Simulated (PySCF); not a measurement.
Species: C4H10O.
SMILES: `CC(C)(C)O`

Linear response at PBE0/aug-cc-pVTZ (PySCF, frozen core in the response, non-relativistic). Geometry: PBE0-D3(BJ)/def2-TZVP; no solvent, vibrations or thermal averaging.

Static isotropic polarisability: 57.55 au (8.53 Å³), principal values 55.5, 58.2, 58.9 au.

(1) What is the polarisability at 1064 nm and at the sodium D line?

(2) What is the isotropic C6 coefficient between two such molecules, C6 = (3/π)∫α(iω)² dω?

(3) Which effective excitation energy ω̄ makes London's formula C6 = (3/4)α²ω̄ exact here?

(4) How many electrons N does the Slater–Kirkwood formula C6 = (3/4)·√N·α^(3/2) need to give this C6?

(5) What molar refraction at the D line follows from R = (4π/3)·N_A·α′, with α′ the polarisability volume?

(6) The lowest 10 singlets have (eV, f): 6.47, 0.025; 7.25, 0.006; 7.48, 0.001; 7.51, 0.001; 7.76, 0.012; 7.82, 0.069; 8.02, 0.021; 8.09, 0.028; 8.27, 0.030; 8.33, 0.001. What share of the static polarisability do they carry in the sum over states α = Σ f/ω²?

(7) What does −C6/R⁶ come to at R = 10 Å between centres?

Answers

(1) 57.95 au at 1064 nm (+0.7 %), 58.89 au at 589.3 nm (+2.3 %). The rise at 589.3 nm is 3.35 times that at 1064 nm; a pure ω² law gives 3.26. The lowest singlet lies at 192 nm, shorter than both wavelengths.

(2) 1483 au (Eh·bohr⁶) by a ten-point quadrature over imaginary frequencies, which is 886 eV·Å⁶ or 85.5 J·nm⁶/mol.

(3) ω̄ = 4·C6/(3α²) = 0.597 Eh = 16.3 eV. A one-pole form α(ω) = α/(1 − ω²/ω̄²) fitted to the 1064 nm value gives 14.0 eV.

(4) N = (4·C6/3)²/α³ = 20.5; the species has 42 electrons in all.

(5) α′ = 8.73 Å³ gives R = 22.01 cm³/mol, for isolated, non-vibrating species.

(6) 2.43 au, 4.2 % of α; the largest term, 0.83 au, is that of the state at 7.82 eV. Their oscillator strengths add up to 0.19. Higher states carry the rest.

(7) -86 J/mol. This is the leading, orientation-averaged term; C8 and higher terms are left out.

Conformer computed: `[CH3:1][C:2]([CH3:3])([CH3:4])[OH:5]`: H–O5–C2–C1 -61°.
